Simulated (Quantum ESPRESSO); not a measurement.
# EuS: spin spirals in supercells, part 2 of 2

Aim: the energy of flat spin spirals of EuS that close within a few cells.

Quantum ESPRESSO 7.5; PBE with U = 3.6 eV on Eu f (atomic projectors); plane waves with SSSP 1.3 efficiency PBE potentials, no spin-orbit coupling, flat spiral in a supercell.

So far: The structure; Parallel moments, one cell; One turn in 2 cells along the input cell's c.

The database entry behind the starting cell differs from later determinations by our own check (0.1 to 0.3 % short, probably kX units), so it need not match the best structure at ambient conditions.

### 4. One turn in 3 cells along the input cell's c

Neighbouring cells are turned by 120° in the xy plane; the cell holds 6 atoms.

File pw.in:

```
&CONTROL
  calculation = 'scf'
  prefix = 'pwscf'
  outdir = './tmp'
  pseudo_dir = './pseudo'
  disk_io = 'nowf'
/
&SYSTEM
  ibrav = 0
  celldm(1) = 8
  nat = 6
  ntyp = 6
  ecutwfc = 42
  ecutrho = 340
  nbnd = 90
  occupations = 'smearing'
  smearing = 'fd'
  degauss = 0.00734986
  noncolin = .true.
  starting_magnetization(1) = 0.4118
  angle1(1) = 90
  angle2(1) = 0
  starting_magnetization(2) = 0.4118
  angle1(2) = 90
  angle2(2) = 120
  starting_magnetization(3) = 0.4118
  angle1(3) = 90
  angle2(3) = -120
  starting_magnetization(4) = 0
  starting_magnetization(5) = 0
  starting_magnetization(6) = 0
/
&ELECTRONS
  conv_thr = 6d-08
  electron_maxstep = 150
  mixing_beta = 0.3
  diagonalization = 'paro'
/
ATOMIC_SPECIES
Eu1   151.9640 Eu.paw.z_17.atompaw.wentzcovitch.v1.2.upf
Eu2   151.9640 Eu.paw.z_17.atompaw.wentzcovitch.v1.2.upf
Eu3   151.9640 Eu.paw.z_17.atompaw.wentzcovitch.v1.2.upf
S1     32.0600 s_pbe_v1.4.uspp.F.UPF
S2     32.0600 s_pbe_v1.4.uspp.F.UPF
S3     32.0600 s_pbe_v1.4.uspp.F.UPF
CELL_PARAMETERS alat
   0.0000000000000    0.7035686577747    0.7035686577747
   0.7035686577747    0.0000000000000    0.7035686577747
   2.1107059733242    2.1107059733242    0.0000000000000
ATOMIC_POSITIONS crystal
Eu1     0.0000000000    0.0000000000    0.0000000000
Eu2     0.0000000000    0.0000000000    0.3333333333
Eu3     0.0000000000    0.0000000000    0.6666666667
S1      0.5000000000    0.5000000000    0.1666666667
S2      0.5000000000    0.5000000000    0.5000000000
S3      0.5000000000    0.5000000000    0.8333333333
K_POINTS automatic
4 4 4 0 0 0
HUBBARD {atomic}
U Eu1-4f 3.6000
U Eu2-4f 3.6000
U Eu3-4f 3.6000
```

Run with:

```bash
$ OMP_NUM_THREADS=1 mpirun -n 4 pw.x -nk 4 -in pw.in > pw.out
```

Output:

```text
     [... lines left out ...]
Program PWSCF v.7.5 starts
     [... lines left out ...]
     number of atoms/cell      =            6
     [... lines left out ...]
     number of electrons       =        69.00
     number of Kohn-Sham states=           90
     kinetic-energy cutoff     =      42.0000  Ry
     charge density cutoff     =     340.0000  Ry
     scf convergence threshold =      6.0E-08
     [... lines left out ...]
     Noncollinear calculation without spin-orbit
     [... lines left out ...]
     No symmetry found
     [... lines left out ...]
     number of k points=    64  Fermi-Dirac smearing, width (Ry)=  0.0073
     [... lines left out ...]
     iteration # 14     ecut=    42.00 Ry     beta= 0.30
     [... lines left out ...]
     atom number    1 relative position :    0.0000   0.0000   0.0000
     [... lines left out ...]
     magnetization :          6.805930   -0.019103    0.027499
     [... lines left out ...]
     atom number    2 relative position :    0.7036   0.7036   0.0000
[...]
magnetization :         -3.450513    5.866560    0.000041
[...]
atom number    3 relative position :    1.4071   1.4071   0.0000
[...]
magnetization :         -3.408979   -5.890886   -0.004787
[...]
atom number    4 relative position :    0.7036   0.7036   0.7036
     [... lines left out ...]
     magnetization :         -0.013210   -0.023043   -0.000113
     [... lines left out ...]
     atom number    5 relative position :    1.4071   1.4071   0.7036
     [... lines left out ...]
     magnetization :          0.027183    0.000115    0.000015
     [... lines left out ...]
     atom number    6 relative position :    2.1107   2.1107   0.7036
     [... lines left out ...]
     magnetization :         -0.013412    0.023386   -0.000095
     [... lines left out ...]
     Tr[ns(  1)] (up, down, total) =   3.47682  3.44900  6.92582
     [... lines left out ...]
     Tr[ns(  2)] (up, down, total) =   3.46293  3.46291  6.92584
     [... lines left out ...]
     Tr[ns(  3)] (up, down, total) =   3.46049  3.46536  6.92585
     [... lines left out ...]
     the Fermi energy is     9.9865 ev
!    total energy              =   -2000.79994253 Ry
     estimated scf accuracy    <       0.00000006 Ry
     smearing contrib. (-TS)   =      -0.00415283 Ry
     [... lines left out ...]
     total magnetization       =    -0.06    -0.04     0.02 Bohr mag/cell
     absolute magnetization    =    21.17 Bohr mag/cell
     convergence has been achieved in  14 iterations
```

Wall time 45 min (4 MPI ranks of Arm Neoverse V1, shared host); peak memory 3.1 GiB; 3 h of CPU time.

Spin moment in the atom's sphere by atom:

```
atom  x (μB)  y (μB)  z (μB)  size
 Eu1    6.81   -0.02    0.03  6.81
 Eu2   -3.45    5.87    0.00  6.81
 Eu3   -3.41   -5.89    0.00  6.81
  S4   -0.01   -0.02    0.00  0.03
  S5    0.03    0.00    0.00  0.03
  S6   -0.01    0.02    0.00  0.03
```

Numbers from this step:

* smearing term TS: 0.05650 eV
* magnetization: -0.055, -0.045, 0.023 μB
* absolute magnetization: 21.17 μB
* final state: non-collinear

### 5. One turn in 4 cells along the input cell's c

Neighbouring cells are turned by 90° in the xy plane; the cell holds 8 atoms.

File pw.in:

```
&CONTROL
  calculation = 'scf'
  prefix = 'pwscf'
  outdir = './tmp'
  pseudo_dir = './pseudo'
  disk_io = 'nowf'
/
&SYSTEM
  ibrav = 0
  celldm(1) = 8
  nat = 8
  ntyp = 8
  ecutwfc = 42
  ecutrho = 340
  nbnd = 118
  occupations = 'smearing'
  smearing = 'fd'
  degauss = 0.00734986
  noncolin = .true.
  starting_magnetization(1) = 0.4118
  angle1(1) = 90
  angle2(1) = 0
  starting_magnetization(2) = 0.4118
  angle1(2) = 90
  angle2(2) = 90
  starting_magnetization(3) = 0.4118
  angle1(3) = 90
  angle2(3) = 180
  starting_magnetization(4) = 0.4118
  angle1(4) = 90
  angle2(4) = -90
  starting_magnetization(5) = 0
  starting_magnetization(6) = 0
  starting_magnetization(7) = 0
  starting_magnetization(8) = 0
/
&ELECTRONS
  conv_thr = 8d-08
  electron_maxstep = 150
  mixing_beta = 0.3
  diagonalization = 'paro'
/
ATOMIC_SPECIES
Eu1   151.9640 Eu.paw.z_17.atompaw.wentzcovitch.v1.2.upf
Eu2   151.9640 Eu.paw.z_17.atompaw.wentzcovitch.v1.2.upf
Eu3   151.9640 Eu.paw.z_17.atompaw.wentzcovitch.v1.2.upf
Eu4   151.9640 Eu.paw.z_17.atompaw.wentzcovitch.v1.2.upf
S1     32.0600 s_pbe_v1.4.uspp.F.UPF
S2     32.0600 s_pbe_v1.4.uspp.F.UPF
S3     32.0600 s_pbe_v1.4.uspp.F.UPF
S4     32.0600 s_pbe_v1.4.uspp.F.UPF
CELL_PARAMETERS alat
   0.0000000000000    0.7035686577747    0.7035686577747
   0.7035686577747    0.0000000000000    0.7035686577747
   2.8142746310989    2.8142746310989    0.0000000000000
ATOMIC_POSITIONS crystal
Eu1     0.0000000000    0.0000000000    0.0000000000
Eu2     0.0000000000    0.0000000000    0.2500000000
Eu3     0.0000000000    0.0000000000    0.5000000000
Eu4     0.0000000000    0.0000000000    0.7500000000
S1      0.5000000000    0.5000000000    0.1250000000
S2      0.5000000000    0.5000000000    0.3750000000
S3      0.5000000000    0.5000000000    0.6250000000
S4      0.5000000000    0.5000000000    0.8750000000
K_POINTS automatic
4 4 3 0 0 0
HUBBARD {atomic}
U Eu1-4f 3.6000
U Eu2-4f 3.6000
U Eu3-4f 3.6000
U Eu4-4f 3.6000
```

Output:

```text
     [... lines left out ...]
Program PWSCF v.7.5 starts
     [... lines left out ...]
     number of atoms/cell      =            8
     [... lines left out ...]
     number of electrons       =        92.00
     number of Kohn-Sham states=          118
     kinetic-energy cutoff     =      42.0000  Ry
     charge density cutoff     =     340.0000  Ry
     scf convergence threshold =      8.0E-08
     [... lines left out ...]
     Noncollinear calculation without spin-orbit
     [... lines left out ...]
     No symmetry found
     [... lines left out ...]
     number of k points=    48  Fermi-Dirac smearing, width (Ry)=  0.0073
     [... lines left out ...]
     iteration # 14     ecut=    42.00 Ry     beta= 0.30
     [... lines left out ...]
[key lines of the parts left out:]
total magnetization       =    -0.14    -0.05     0.08 Bohr mag/cell
total energy              =   -2667.73356570 Ry
```

Wall time 79 min (4 MPI ranks); peak memory 4.2 GiB.

Residual by cycle:

cycle, log10 residual and a bar from the least value:
```
        1        1.4 ##############################
        2        0.7 #########################
        3        0.3 #######################
        4        0.3 #######################
        5        0.1 ######################
        6       -0.6 #################
        8       -1.2 #############
        9       -1.4 ############
       10       -2.2 #######
       11       -2.6 ####
       12       -3.1 #
       13       -3.3
```

The run was cut off at its time limit.

After 13 cycles the residual stands at 5.4e-4.

### 6. The spirals together

Spirals:

```
q along the reciprocal vector  energy less that at q = 0 (meV a seeded atom)  largest site moment (μB)  typed angles kept  CPU time (s)
                            0                                              0                     6.814                yes         967.5
                       0.3333                                          16.13                     6.806                yes         10685
                          0.5                                          18.45                     6.806                yes          3291
```

The energy less that at q = 0, self-consistent by path:

```
path (Å⁻¹)  energy less that at q = 0, self-consistent (meV a seeded atom)
     0.000                                                               0
     0.609                                                            16.1
     0.913                                                            18.4
```

### 7. Summary of results

```yaml
lowest_point: q = 0 along c*, 0 meV a seeded atom
highest_point: q = 0.5, 18.4 meV a seeded atom
```

No spiral that was tried lies under the parallel state. The moment changes by 0.12 % between the spirals. The cell of 3 repeats took 11 times the CPU time of the single cell, though its mesh is shorter in proportion. Here c and c* are vectors of the cell in the input, which need not be the conventional cell, and only this direction was probed. The mesh is coarse, so differences of some ten meV can be noise in a metal. The 4f shell is half filled, so the spin-only picture is fair. This program evaluates a GGA otherwise when all starting moments share an axis than when they do not, so collinear and canted runs are not quite comparable. Energies are free energies at an electronic temperature of 1160 K, which lowers moments and differences where the moments are itinerant. The cutoff lies under the 50 Ry that these files are usually run at.

[Logs and program files are shortened in this print: banners, set-up blocks, solver, clock and traceback lines can be left out without a mark of their own.]

[Logs are printed without paths, hosts, clocks, repeated set-up lines and the standing remarks that a program may print on its own settings, such as how far it seeks lower states.]

[Hosts, paths, dates, database ids (printed as entryN), source tags and the programs' standing remarks are cut or masked in the printed files.]

[Where a cell is said to come from a database of computed structures, the database is the Materials Project.]
